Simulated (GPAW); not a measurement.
A calculation with GPAW 26.7.0 of BeS (ASE script, Cartesian positions):

File run.py:

```python
from ase.filters import FrechetCellFilter
from ase.io import read, write
from ase.optimize import BFGS
from gpaw import GPAW, PW

atoms = read('BeS.xyz')

calc = GPAW(mode=PW(800),
            xc='revPBE',
            kpts={'size': (9, 9, 9), 'gamma': True},
            occupations={'name': 'fermi-dirac', 'width': 0.05},
            nbands=11,
            convergence={'density': 1e-05, 'forces': 0.0001},
            maxiter=150,
            txt='gpaw.txt')
atoms.calc = calc
opt = BFGS(FrechetCellFilter(atoms), trajectory='relax.traj', logfile='-')
done = opt.run(fmax=0.02, steps=60)
calc.write('gs.gpw')
write('result.traj', atoms)
print('Converged:', done)
print('Cell:', atoms.cell.cellpar().round(4))
print('Volume:', round(atoms.get_volume(), 4))
print(atoms.get_scaled_positions().round(5))
```

Contents of BeS.xyz:

```xyz
2
Lattice="0.0000000000 2.4250000000 2.4250000000 2.4250000000 0.0000000000 2.4250000000 2.4250000000 2.4250000000 0.0000000000" Properties=species:S:1:pos:R:3 pbc="T T T"
S      3.6375000000      3.6375000000      3.6375000000
Be     0.0000000000      0.0000000000      0.0000000000
```

Potentials or basis: the program's PAW data sets (release 1.2.1) made for this functional, pw.

Run with:

```sh
$ OMP_NUM_THREADS=1 python run.py
```

Task: Write the same calculation in another form: ASE script, structure typed inline.

Result: As run:

run.py

```python
from ase import Atoms
from ase.filters import FrechetCellFilter
from ase.io import write
from ase.optimize import BFGS
from gpaw import GPAW, PW

atoms = Atoms(['S', 'Be'],
              cell=[[0.0, 2.425, 2.425],
                    [2.425, 0.0, 2.425],
                    [2.425, 2.425, 0.0]],
              scaled_positions=[[0.75, 0.75, 0.75],
                                [0.0, 0.0, 0.0]],
              pbc=True)

calc = GPAW(mode=PW(800),
            xc='revPBE',
            kpts={'size': (9, 9, 9), 'gamma': True},
            occupations={'name': 'fermi-dirac', 'width': 0.05},
            nbands=11,
            convergence={'density': 1e-05, 'forces': 0.0001},
            maxiter=150,
            txt='gpaw.txt')
atoms.calc = calc
opt = BFGS(FrechetCellFilter(atoms), trajectory='relax.traj', logfile='-')
done = opt.run(fmax=0.02, steps=60)
calc.write('gs.gpw')
write('result.traj', atoms)
print('Converged:', done)
print('Cell:', atoms.cell.cellpar().round(4))
print('Volume:', round(atoms.get_volume(), 4))
print(atoms.get_scaled_positions().round(5))
```

Potentials or basis: the program's PAW data sets (release 1.2.1) made for this functional, pw.

Launch:

```console
$ OMP_NUM_THREADS=1 python run.py
```

Both were run:

|  | ASE script, Cartesian positions | ASE script, structure typed inline |
| --- | --- | --- |
| Relaxed volume | 14.87 Å³/atom | 14.87 Å³/atom |
| Relaxed cell | a = 3.478 Å, b = 3.478 Å, c = 3.478 Å, α = 60.00°, β = 60.00°, γ = 60.00° | a = 3.478 Å, b = 3.478 Å, c = 3.478 Å, α = 60.00°, β = 60.00°, γ = 60.00° |
| Space group after relaxing (to 0.05 Å) | F-43m (No. 216) | F-43m (No. 216) |
| Energy gained by relaxing | 8.1 meV/atom | 8.1 meV/atom |
| Ionic steps | 3 | 3 |
| Pressure after relaxing | 0.1 GPa | 0.1 GPa |
| Band gap on the k mesh | 3.37 eV, indirect (least direct gap 5.63 eV) | 3.37 eV, indirect (least direct gap 5.63 eV) |

Keys that steer only the numerical path or the files written may differ.

Caveat: later steps reuse the first step's grids; an odd mesh through Γ misses points on the zone boundary, where band edges often lie.
